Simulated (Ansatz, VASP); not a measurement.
**One calculation of InP, two programs**

File POSCAR:

```
InP
1.0
    1.5106766678      3.7766916695      3.7766916695
    3.7766916695      1.5106766678      3.7766916695
    3.7766916695      3.7766916695      1.5106766678
In P
1 1
Direct
    0.0000000000      0.0000000000      0.0000000000
    0.5000000000      0.5000000000      0.5000000000
```

INCAR.step1

```
ALGO = Normal
EDIFF = 1E-4
ENCUT = 520
GGA = PE
ISMEAR = 0
LASPH = True
LCHARG = False
LREAL = False
LWAVE = True
NBANDS = 16
NELM = 100
PREC = Accurate
SIGMA = 0.15
```

INCAR.step2

```
ALGO = Normal
EDIFF = 1E-7
ENCUT = 520
ISIF = 2
ISMEAR = 0
ISTART = 1
LASPH = True
LCHARG = True
LELF = True
LMIXTAU = True
LREAL = False
LVHAR = True
LWAVE = False
METAGGA = R2SCAN
NBANDS = 16
NELM = 100
PREC = Accurate
SIGMA = 0.15
```

KPOINTS

```
k-points
0
Gamma
  16 16 16
```

Input for Ansatz:

```yaml
crystal:
  lattice:
    - [1.5106766678, 3.7766916695, 3.7766916695]
    - [3.7766916695, 1.5106766678, 3.7766916695]
    - [3.7766916695, 3.7766916695, 1.5106766678]
  atoms:
    - { symbol: In, position: [0.0, 0.0, 0.0] }
    - { symbol: P, position: [0.5, 0.5, 0.5] }
basis:
  ecutwfc: 500
kpoints:
  mp_grid: { grid: [16, 16, 16] }
hamiltonian:
  xc: r2scan
scf:
  occupations: { method: gaussian, width: 0.15 }
output:
  forces: true
  stress: true
  eigenvalues: true
```

Alike in both runs: task single point; functional r2SCAN; k mesh 16 × 16 × 16; occupations gaussian, width 0.15 eV; no spin polarisation.

|  | VASP | Ansatz |
| --- | --- | --- |
| version | VASP 6.6.1 | Ansatz 0.2.0 |
| potentials or method | VASP PAW PBE potentials, release 64 (In_d, P) | scalar-relativistic, plane waves, PAW |
| plane-wave cutoff (eV) | 520 | 500 |
| valence electrons in the cell | 18 | 18 |

Ansatz gave:

| Quantity | Value |
| --- | --- |
| gap on the k mesh at the Fermi level (eV) | none |
| pressure (GPa) | -5.8 |
| largest component of the traceless stress (GPa) | 0.76 |

Q: What did VASP give for the same quantities?

A: gap on the k mesh at the Fermi level (eV): none; pressure (GPa): -5.7; largest component of the traceless stress (GPa): 0.75.

A gap of «none» marks a metal or a gap that the smearing closes.

Caveats: the PAW data sets were made with another functional, which shifts forces and pressure a little (VASP).
